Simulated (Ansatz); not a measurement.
# SrAg3: one candidate structure

Where does SrAg3 go from the start given, A15 type (Pm-3n, No. 223)?

Method: DFT PBE, scalar-relativistic, plane waves, PAW, in Ansatz 0.2.0.

## (1) Starting point

Symmetry: Pm-3n, No. 223, cubic system. Conventional cell: a = 5.740 Å, b = 5.740 Å, c = 5.740 Å, α = 90.00°, β = 90.00°, γ = 90.00°. Sr (site symmetry m-3) is surrounded by 12 Ag at 3.21 Å. Around Ag (site symmetry -4m2) lie 2 Ag at 2.87 Å and 4 Sr at 3.21 Å.

As a file:

```cif
data_structure
_symmetry_space_group_name_H-M 'Pm-3n'
_symmetry_Int_Tables_number 223
_cell_length_a 5.7398
_cell_length_b 5.7398
_cell_length_c 5.7398
_cell_angle_alpha 90.000
_cell_angle_beta 90.000
_cell_angle_gamma 90.000
_cell_volume 189.10
loop_
_atom_site_label
_atom_site_type_symbol
_atom_site_symmetry_multiplicity
_atom_site_Wyckoff_symbol
_atom_site_fract_x
_atom_site_fract_y
_atom_site_fract_z
_atom_site_occupancy
Sr1 Sr 2 a 0.00000 0.00000 0.00000 1
Ag1 Ag 6 c 0.00000 0.50000 0.25000 1
```

(A quick probe on a coarse mesh, which set the mesh and smearing, is not shown.)

## (3) Relaxing cell and atoms

File input.yaml:

```yaml
crystal:
  lattice:
    - [5.7398309214, 0.0, 0.0]
    - [0.0, 5.7398309214, 0.0]
    - [0.0, 0.0, 5.7398309214]
  atoms:
    - { symbol: Sr, position: [0.0, 0.0, 0.0] }
    - { symbol: Sr, position: [0.5, 0.5, 0.5] }
    - { symbol: Ag, position: [0.0, 0.5, 0.25] }
    - { symbol: Ag, position: [0.0, 0.5, 0.75] }
    - { symbol: Ag, position: [0.25, 0.0, 0.5] }
    - { symbol: Ag, position: [0.75, 0.0, 0.5] }
    - { symbol: Ag, position: [0.5, 0.75, 0.0] }
    - { symbol: Ag, position: [0.5, 0.25, 0.0] }
basis:
  ecutwfc: 420
kpoints:
  mp_grid: { grid: [8, 8, 8] }
hamiltonian:
  xc: pbe
scf:
  occupations: { method: gaussian, width: 0.1 }
output:
  forces: true
  stress: true
  eigenvalues: true
relax:
  adjacent_minimum: "off"
  f_tol: 0.01
  max_steps: 80
  cell: { stress_tol: 0.05 }
```

Started as:

```console
ansatz run input.yaml --threads 1 --pin off --max-ram 2560MiB --backend cpu --events-out ev --progress --plain --runs-dir out
```

**Question.** What will these runs give?

As calculated:

Formation energies count from the elements, computed with the same settings in runs not shown here.

```
                          quantity                                                                      value
                              cell  a = 5.735 Å, b = 5.735 Å, c = 5.735 Å, α = 90.00°, β = 90.00°, γ = 90.00°
                       space group                                                            Pm-3n (No. 223)
                            volume                                                              23.57 Å³/atom
                   gap on the mesh                                                               none (metal)
formation energy from the elements                                                             -0.104 eV/atom
```

**Reading.** The space group stayed Pm-3n, and from the first guess the volume went from 23.64 to 23.57 Å³/atom. With -0.10 eV/atom it lies under the elements, which doesn't yet make it stable against other compounds of them.
